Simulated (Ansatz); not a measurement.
**Point defect: S interstitial in ZnS**

All numbers below come from DFT PBE, scalar-relativistic, plane waves, PAW in Ansatz. (420 eV cutoff, 2×2×2 k-mesh, Gaussian smearing of 0.01 eV, collinear spin in charge -1 alone)

Host crystal, relaxed:

```cif
data_structure
_symmetry_space_group_name_H-M 'P 1'
_symmetry_Int_Tables_number 1
_cell_length_a 3.8462
_cell_length_b 3.8462
_cell_length_c 12.5887
_cell_angle_alpha 90.000
_cell_angle_beta 90.000
_cell_angle_gamma 120.000
_cell_volume 161.27
loop_
_atom_site_label
_atom_site_type_symbol
_atom_site_fract_x
_atom_site_fract_y
_atom_site_fract_z
_atom_site_occupancy
Zn1 Zn 0.66667 0.33333 0.75004 1
Zn2 Zn 0.33333 0.66667 0.25004 1
Zn3 Zn 0.00000 0.00000 0.50009 1
Zn4 Zn 0.00000 0.00000 0.00009 1
S1 S 0.66667 0.33333 0.93761 1
S2 S 0.33333 0.66667 0.43761 1
S3 S 0.00000 0.00000 0.68726 1
S4 S 0.00000 0.00000 0.18726 1
```

Supercell of 32 atoms, rows in host cell vectors: 2 0 0; -2 -2 0; 0 0 -1. Atoms relax at the host's cell from a start displaced at random by 0.06 Å near the defect, so other minima may exist. The cell is small, so energies carry finite-size errors of tenths of an eV. The host's Kohn–Sham gap is 2.05 eV. Atoms are taken from and returned to the elements' standard states. Charged cells are corrected for image charges with the computed static dielectric tensor (mean 9.3) and aligned with the host's potential at far atoms (alignment terms reach 1.04 eV; the program doubts the alignment in some charges, where it is up to 1.04 eV). No band-filling term is added, and the Fermi level counts from the host's valence band top.

Starting moments were lost in some runs.

Defect: S interstitial set at (0.250, 0.625, 0.615) of the host cell. In charges 0, -1, -2 some atom moved by up to 1.2 Å, so the relaxed defect can differ in kind from the start. Before relaxation its nearest neighbours are 1 S at 2.25 Å, 2 S at 2.28 Å, 2 Zn at 2.55 Å, 1 Zn at 2.58 Å, 1 S at 2.66 Å.

| charge | E_f at the valence band top (eV) | over the neutral state (eV) | moment (μB) | largest move (Å) | atoms near the site |
| --- | --- | --- | --- | --- | --- |
| 0 | 2.72 | 0.00 | 0.00 | 1.18 | 1 S at 2.06 Å, 1 Zn at 2.26 Å, 1 Zn at 2.32 Å, 1 Zn at 2.92 Å, 1 S at 2.98 Å |
| -1 | 5.53 | 2.81 | 0.00 | 1.20 | 1 S at 2.05 Å, 1 Zn at 2.28 Å, 1 Zn at 2.32 Å, 1 S at 2.98 Å, 1 Zn at 2.99 Å |
| -2 | 8.96 | 6.23 | 0.00 | 1.19 | 1 S at 2.04 Å, 1 Zn at 2.29 Å, 1 Zn at 2.33 Å |

Among the charges computed the stable one is 0 at the valence band top and stays so across the gap. In charge -1, -2 the extra carrier would gain by moving to a band edge of the host, so it isn't bound in the gap. In charge -1, -2 the cell has partly filled bands: a level of the defect may be part filled, the carrier may sit in the host's bands, or levels may cross between the k points, so transitions that involve it are doubtful. Other sites of the defect weren't tried.